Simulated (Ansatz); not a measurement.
Pd: equation of state with LDA

Pd:

```
Pd
1.0
     0.00000    1.94650    1.94650
     1.94650    0.00000    1.94650
     1.94650    1.94650    0.00000
Pd
1
Direct
  0.00000 0.00000 0.00000
```

- Program: Ansatz 0.2.0
- Task: equation of state
- Functional: LDA
- Potentials or basis: all-electron LAPW, scalar-relativistic
- Basis error allowed: 0.001 eV/atom
- k mesh: 12 × 12 × 12
- Occupations: fermi-dirac, width 0.05 eV
- Spin: no spin polarisation

The equilibrium volume is 14.13 Å³/atom, the bulk modulus is 229 GPa and the pressure derivative of the bulk modulus is 5.6.

Energy against volume, from the lowest point:
| volume (Å³/atom) | energy (meV/atom) |
| --- | --- |
| 13.865 | 3.69 |
| 14.160 | 0.00 |
| 14.455 | 5.00 |
| 14.750 | 17.60 |
| 15.045 | 36.78 |
| 15.340 | 61.70 |
| 15.635 | 91.60 |

All runs of the series together: 33 s on 1 thread of Arm Neoverse V2, with other jobs on the host.

LDA usually gives volumes a few per cent too small. Zero-point motion and thermal expansion aren't in these numbers.
